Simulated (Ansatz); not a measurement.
# HfH2: a hydrostatic pressure series

Aim: relax HfH2 at pressures from -1 to 90 GPa within the symmetry of the start, and follow volume, cell shape and gap.

Program: Ansatz 0.2.0. Level of theory: DFT PBEsol, scalar-relativistic, plane waves, PAW. These are calculated values, not measurements.

1 further run of the same task is left out (set aside as unsound or not needed).

## Step 1: The structure to begin with

It takes space group I4/mmm (No. 139, tetragonal). The conventional cell has a = 3.464 Å, b = 3.464 Å, c = 4.238 Å, α = 90.00°, β = 90.00°, γ = 90.00°. Hf (site symmetry 4/mmm) has 8 H at 2.03 Å in its first shell of neighbours. H (site symmetry -4m2) has 4 Hf at 2.03 Å in its first shell of neighbours.

As a file:

```cif
data_structure
_symmetry_space_group_name_H-M 'I4/mmm'
_symmetry_Int_Tables_number 139
_cell_length_a 3.4643
_cell_length_b 3.4643
_cell_length_c 4.2377
_cell_angle_alpha 90.000
_cell_angle_beta 90.000
_cell_angle_gamma 90.000
_cell_volume 50.86
loop_
_atom_site_label
_atom_site_type_symbol
_atom_site_symmetry_multiplicity
_atom_site_Wyckoff_symbol
_atom_site_fract_x
_atom_site_fract_y
_atom_site_fract_z
_atom_site_occupancy
Hf1 Hf 2 a 0.00000 0.00000 0.00000 1
H1 H 4 d 0.00000 0.50000 0.25000 1
```

It is the result of an earlier relaxation at this level (volume 8.48 Å³/atom; gap on the mesh: none (metal)).

## Step 2: -1 GPa

Contents of input.yaml:

```yaml
crystal:
  lattice:
    - [-1.7377118987, 1.7377118987, 2.1256582924]
    - [1.7377118987, -1.7377118987, 2.1256582924]
    - [1.7377118987, 1.7377118987, -2.1256582924]
  atoms:
    - { symbol: Hf, position: [0.0, 0.0, 0.0] }
    - { symbol: H, position: [0.75, 0.25, 0.5] }
    - { symbol: H, position: [0.25, 0.75, 0.5] }
basis:
  ecutwfc: 420
kpoints:
  mp_grid: { grid: [16, 16, 16] }
hamiltonian:
  xc: pbesol
scf:
  occupations: { method: gaussian, width: 0.1 }
output:
  forces: true
  stress: true
  eigenvalues: true
relax:
  adjacent_minimum: "off"
  f_tol: 0.008
  max_steps: 50
  cell: { stress_tol: 0.08, p_target: -1.0 }
```

Run with:

```sh
ansatz run input.yaml --threads 1 --pin off --max-ram 2560MiB --backend cpu --events-out ev --progress --plain --runs-dir out
```

Further runs follow: relaxing at 1 GPa; relaxing at 4 GPa; relaxing at 12 GPa; target pressure 25 GPa; relaxing at 50 GPa; 90 GPa.

What does the calculation give? Wanted: bulk modulus B0; B0'.

As calculated:

| quantity | value |
| --- | --- |
| volume at 90 GPa | 6.11 Å³/atom, V/V0 = 0.720 |
| bulk modulus B0 (third-order Birch-Murnaghan) | 153 GPa |
| B0' | 3.6 |

**Reading.** Up to 90 GPa the volume falls by 28.0 %. A third-order Birch-Murnaghan curve fits the points with B0 = 153 GPa. Other structures may take over in this range; these runs cannot find them. Spin-orbit coupling is left out for Hf.
